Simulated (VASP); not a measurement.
**AlN: band structure with PBEsol**

**The experiment to reproduce.**

From “Self-assembly of well-separated AlN nanowires directly on sputtered metallic TiN films”, 2019, arxiv:1910.07391, for a bulk crystal of AlN at 10 K: band gap 6.034 eV (an exciton energy, a little under the gap).

AlN:

```xyz
4
Lattice="3.1130 0.0000 0.0000 -1.5565 2.6959 0.0000 0.0000 0.0000 4.9820" Properties=species:S:1:pos:R:3 pbc="T T T"
Al    1.5565    0.8986    2.4860
Al    0.0000    1.7973    4.9770
N     1.5565    0.8986    4.3892
N     0.0000    1.7973    1.8982
```

The cell is a database's computed one.

```yaml
Program: VASP 6.6.1
Task: band structure
Functional: PBEsol
Potentials_or_basis: VASP PAW PBE potentials, release 64 (Al, N)
Cutoff: 520 eV
k_mesh: 9 × 9 × 6
Occupations: gaussian, width 0.02 eV
Spin: no spin polarisation
Further_INCAR_settings: ALGO = Normal; EDIFF = 1e-07; NBANDS = 16
```

| Property | Result |
| --- | --- |
| Pressure | 0.1 GPa |
| Band gap on the k mesh | 4.12 eV, direct |
| Band gap along the path | 4.12 eV, direct |

Levels at the corners of the path, in eV from the valence-band top:
| point | band 6 | band 7 | band 8 | band 9 | band 10 | band 11 |
| --- | --- | --- | --- | --- | --- | --- |
| Γ | -0.22 | -0.22 | 0.00 | 4.12 | 6.55 | 10.50 |
| M | -2.12 | -1.81 | -0.70 | 5.67 | 5.67 | 8.08 |
| M | -2.12 | -1.81 | -0.70 | 5.67 | 5.67 | 8.08 |
| K | -2.49 | -2.41 | -2.41 | 4.89 | 8.22 | 9.55 |
| K | -2.49 | -2.41 | -2.41 | 4.89 | 8.22 | 9.55 |
| Γ | -0.22 | -0.22 | 0.00 | 4.12 | 6.55 | 10.50 |
| Γ | -0.22 | -0.22 | 0.00 | 4.12 | 6.55 | 10.50 |
| A | -0.56 | -0.56 | -0.56 | 6.37 | 6.37 | 10.20 |
| A | -0.56 | -0.56 | -0.56 | 6.37 | 6.37 | 10.20 |
| L | -1.49 | -1.38 | -1.38 | 5.17 | 5.17 | 9.12 |
| L | -1.49 | -1.38 | -1.38 | 5.17 | 5.17 | 9.12 |
| H | -3.92 | -0.80 | -0.80 | 7.28 | 7.28 | 7.70 |
| H | -3.92 | -0.80 | -0.80 | 7.28 | 7.28 | 7.70 |
| A | -0.56 | -0.56 | -0.56 | 6.37 | 6.37 | 10.20 |
| L | -1.49 | -1.38 | -1.38 | 5.17 | 5.17 | 9.12 |
| M | -2.12 | -1.81 | -0.70 | 5.67 | 5.67 | 8.08 |
| K | -2.49 | -2.41 | -2.41 | 4.89 | 8.22 | 9.55 |
| H | -3.92 | -0.80 | -0.80 | 7.28 | 7.28 | 7.70 |

Wall time 27 s on 1 thread of Intel(R) Xeon(R) 6975P-C (Granite Rapids), with other jobs on the host, peak memory 0.22 GiB.

Against the measured gap of AlN, 6.034 eV (an exciton energy, a little under the gap; 10 K; quoted in “Self-assembly of well-separated AlN nanowires directly on sputtered metallic TiN films”, 2019, arxiv:1910.07391), the calculated 4.12 eV is off by -1.92 eV. 2 values of this kind are on record (6.034 to 6.0343 eV); this one was drawn at random. The value is that of PBEsol, without temperature or zero-point motion. Semilocal functionals fall short of measured gaps as a rule. The cell is a database's relaxed one, not the measured one, which moves gaps too.

Caveat: the PAW data sets were made with another functional, which shifts forces and pressure a little.
